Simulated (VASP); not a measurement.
Write the native input for VASP 6.6.1 that does the following.

* Task: band structure
* Functional: RPBE
* Potentials or basis: VASP PAW PBE potentials, release 64 (In_d)
* Cutoff: 520 eV
* k mesh: 7 × 7 × 3
* Occupations: methfessel-paxton, width 0.2 eV
* Spin: spin-orbit coupling, no magnetisation
* Further INCAR settings: ALGO = Normal; EDIFF = 1e-06; NBANDS = 66

Crystal: In.

```
CELL_PARAMETERS angstrom
3.36384 0.00000 0.00000
-1.68192 2.91317 0.00000
0.00000 0.00000 10.79971
ATOMIC_POSITIONS crystal
In 0.66667 0.33333 0.75000
In 0.00000 0.00000 0.50000
In 0.33333 0.66667 0.25000
In 0.00000 0.00000 0.00000
```

This isn't the form of In at room conditions, which is tetragonal.

These files were run (other wordings do the same):

POSCAR

```
In
3.3638
    1.000013039717      0.000000000000      0.000000000000
   -0.500006519858      0.866036696504      0.000000000000
    0.000000000000      0.000000000000      3.210567917236
In
4
Direct
    0.6666666667      0.3333333333      0.7500000000
    0.0000000000      0.0000000000      0.5000000000
    0.3333333333      0.6666666667      0.2500000000
    0.0000000000      0.0000000000      0.0000000000
```

INCAR.step1

```
  PREC = Accurate
  ENCUT = 520
  EDIFF = 1E-6
  ISMEAR = 1
  SIGMA = 0.2
  LREAL = F
  LASPH = T
  NELM = 100
  ALGO = Normal
  ISIF = 2
  LWAVE = F
  LCHARG = T
  MAGMOM = 0 0 0 0 0 0 0 0 0 0 0 0
  LORBIT = 11
  LSORBIT = T
  GGA_COMPAT = F
  GGA = RP
  NBANDS = 66
```

KPOINTS.step1

```
regular mesh
0
Gamma
  7 7 3
```

INCAR.step2

```
  PREC = Accurate
  ENCUT = 520
  EDIFF = 1E-6
  ISMEAR = 0
  SIGMA = 0.05
  LREAL = F
  LASPH = T
  NELM = 100
  ALGO = Normal
  ISIF = 2
  LWAVE = F
  LCHARG = F
  MAGMOM = 0 0 0 0 0 0 0 0 0 0 0 0
  LORBIT = 11
  LSORBIT = T
  GGA_COMPAT = F
  GGA = RP
  NBANDS = 66
  ICHARG = 11
```

KPOINTS.step2

```
path GMKGALHA,LM,KH
15
line-mode
reciprocal
 0.0000000000  0.0000000000  0.0000000000  G
 0.5000000000  0.0000000000  0.0000000000  M

 0.5000000000  0.0000000000  0.0000000000  M
 0.3333333333  0.3333333333  0.0000000000  K

 0.3333333333  0.3333333333  0.0000000000  K
 0.0000000000  0.0000000000  0.0000000000  G

 0.0000000000  0.0000000000  0.0000000000  G
 0.0000000000  0.0000000000  0.5000000000  A

 0.0000000000  0.0000000000  0.5000000000  A
 0.5000000000  0.0000000000  0.5000000000  L

 0.5000000000  0.0000000000  0.5000000000  L
 0.3333333333  0.3333333333  0.5000000000  H

 0.3333333333  0.3333333333  0.5000000000  H
 0.0000000000  0.0000000000  0.5000000000  A

 0.5000000000  0.0000000000  0.5000000000  L
 0.5000000000  0.0000000000  0.0000000000  M

 0.3333333333  0.3333333333  0.0000000000  K
 0.3333333333  0.3333333333  0.5000000000  H
```

Potentials or basis: VASP PAW PBE potentials, release 64 (In_d).

Run with:

```sh
$ cat potpaw_PBE.64/In_d/POTCAR > POTCAR
$ cp INCAR.step1 INCAR
$ cp KPOINTS.step1 KPOINTS
$ mpirun -np 1 vasp_ncl > vasp.out
$ cp INCAR.step2 INCAR
$ cp KPOINTS.step2 KPOINTS
$ mpirun -np 1 vasp_ncl > vasp.out
```

Run time: 25 min on 1 thread of Intel(R) Xeon(R) Platinum 8259CL CPU @ 2.50GHz (Skylake/Cascade Lake) (shared host), peak memory 1.3 GiB.
